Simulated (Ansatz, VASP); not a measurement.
This is a calculation of TiTe2 for Ansatz 0.2.0. Measurements of this composition are mostly on another form, of space group No. 164.

The input input.yaml:

```yaml
crystal:
  lattice:
    - [3.02557, 0.0, 0.0]
    - [0.0, 3.02557, 0.0]
    - [0.0, 0.0, 9.30163]
  atoms:
    - { symbol: Ti, position: [0.0, 0.0, 0.0] }
    - { symbol: Te, position: [0.0, 0.0, 0.29431] }
    - { symbol: Te, position: [0.0, 0.0, 0.70569] }
hamiltonian:
  xc: pbesol
  pseudopotentials: { kind: paw }
  dispersion: d3bj
kpoints:
  mp_grid: { grid: [9, 9, 3] }
scf:
  occupations: { method: fermi_dirac, width: 0.05 }
output:
  forces: true
  stress: true
  eigenvalues: true
  write_density: true
  write_potential: true
  elf: true
  volumetric_format: npy
relax:
  f_tol: 0.01
  max_steps: 40
  cell: { stress_tol: 0.05 }
```

Potentials or basis: Ansatz PAW.

The run is started by

```bash
$ ansatz run input.yaml --threads 2 --pin off --max-ram 5632MiB --backend cpu --events-out ev --progress --plain --runs-dir out
```

Question: What does the same run look like in VASP 6.6.1? Potentials or basis there: PBE PAW files Te, Ti_sv, 600 eV.

Answer: As run (cutoffs and basis follow the program's own potentials, and thresholds, step limits or extra output files can differ):

Contents of INCAR:

```
SYSTEM = TiTe2
PREC = Accurate ; ENCUT = 600
EDIFF = 1E-7 ; ISMEAR = -1
SIGMA = 0.05 ; LREAL = .FALSE.
LASPH = .TRUE. ; NELM = 60
ALGO = Normal ; ISIF = 3
LWAVE = .FALSE. ; LCHARG = .FALSE.
GGA = PS ; IVDW = 12
IBRION = 2 ; NSW = 60
EDIFFG = -0.01
```

File KPOINTS:

```
Automatic mesh
0
G
  9 9 3
  0 0 0
```

POSCAR

```
TiTe2
1.0
    3.0255700000      0.0000000000      0.0000000000
    0.0000000000      3.0255700000      0.0000000000
    0.0000000000      0.0000000000      9.3016300000
Ti Te
1 2
Direct
    0.0000000000      0.0000000000      0.0000000000
    0.0000000000      0.0000000000      0.2943100000
    0.0000000000      0.0000000000      0.7056900000
```

Potentials or basis: VASP PAW PBE potentials, release 64 (Ti_sv, Te).

Command:

```console
$ cat potpaw_PBE.64/Ti_sv/POTCAR potpaw_PBE.64/Te/POTCAR > POTCAR
$ mpirun -np 1 vasp_std > vasp.out
```

Both were run:

|  | Ansatz | VASP |
| --- | --- | --- |
| Relaxed volume | 26.99 Å³/atom | 26.99 Å³/atom |
| Relaxed cell | a = 2.987 Å, b = 2.987 Å, c = 9.074 Å, α = 90.00°, β = 90.00°, γ = 90.00° | a = 2.987 Å, b = 2.987 Å, c = 9.077 Å, α = 90.00°, β = 90.00°, γ = 90.00° |
| Space group after relaxing | P4/mmm (No. 123) | P4/mmm (No. 123) |
| Pressure after relaxing | 0.0 GPa | 0.0 GPa |

Ansatz's pressure holds a Pulay term of +0.03 GPa for its cutoff of 420 eV, which the other run lacks.

The potentials hold 44 and 24 valence electrons a cell.

Ansatz's potentials were made for PBE. VASP's potentials were made for PBE.

Where Ansatz's input types no cutoff or centring, it takes its own default and a Γ-centred mesh.

Pressure is positive in compression.
